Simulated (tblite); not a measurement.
Species: diethyl ether, C₄H₁₀O.
Atom-mapped SMILES: `[CH3:1][CH2:2][O:3][CH2:4][CH3:5]` (hydrogens: H6, H7, H8 on C1; H9, H10 on C2; H11, H12 on C4; H13, H14, H15 on C5)

Computed with GFN2-xTB (tblite), gas phase: nudged elastic band of 9 images (0 to 8), spring 0.2 eV/Å², climbing image at the end, force threshold 0.05 eV/Å. No saddle search or frequency run followed, so the top image need not be a first-order saddle, and its height can exceed the method's true barrier by a kcal/mol or more.

The band describes a rotation about C2–O3 (sp3 carbon bound to oxygen, ether oxygen), followed by the dihedral C1–C2–O3–C4, from the optimised start (180°) to a second optimised geometry at -72°.

Question: How does the energy change from image to image?

Answer: 
```
image  dihedral (°)  E (kcal/mol)  C2–O3 (Å)  C1···C4 (Å)  largest true force (eV/Å)
    0           180          0.00      1.408         3.67                       0.01
    1          -167          0.25      1.408         3.66                       0.03
    2          -153          0.85      1.411         3.63                       0.04
    3          -139          1.51      1.414         3.57                       0.03
    4          -124          1.78      1.416         3.49                       0.03
    5          -109          1.41      1.415         3.38                       0.04
    6           -94          0.70      1.411         3.25                       0.05
    7           -80          0.30      1.409         3.11                       0.05
    8           -72         -0.03      1.407         3.07                       0.01
```

Barriers of this band. The top is image 4 at -124°: 1.8 kcal/mol in either direction, as the ends lie within 0.002 eV of each other. The central bond is 0.008 Å longer at the top than at the start.

Question: What rate follows at 298 K for crossing this barrier forward?

Answer: Taking the electronic barrier for the free energy of activation (no zero-point or entropy terms, transmission 1), rate = (kT/h)·exp(−ΔE/kT) ≈ 3 × 10^11 s⁻¹, whose inverse is 3 × 10^-12 s. An error of 1 kcal/mol in the barrier changes this by a factor of 5, and the method and the loose band can each miss by that much or more. The barrier is only 3.0 kT, where transition-state theory is rough.

Question: How long is the path, and how are the images spaced?

Answer: Cartesian distances between aligned neighbours (all atoms, Å): 0.51, 0.51, 0.52, 0.52, 0.53, 0.54, 0.58, 0.82; the sum is 4.53 Å, and the top lies 46 % of the way along.

The cost below is that of the whole band run. On one thread of an Arm Neoverse V1, shared host with 32 logical CPUs at a one-minute load of 9.8, this took 1.8 s of wall time and 0.19 GiB of memory at its peak.
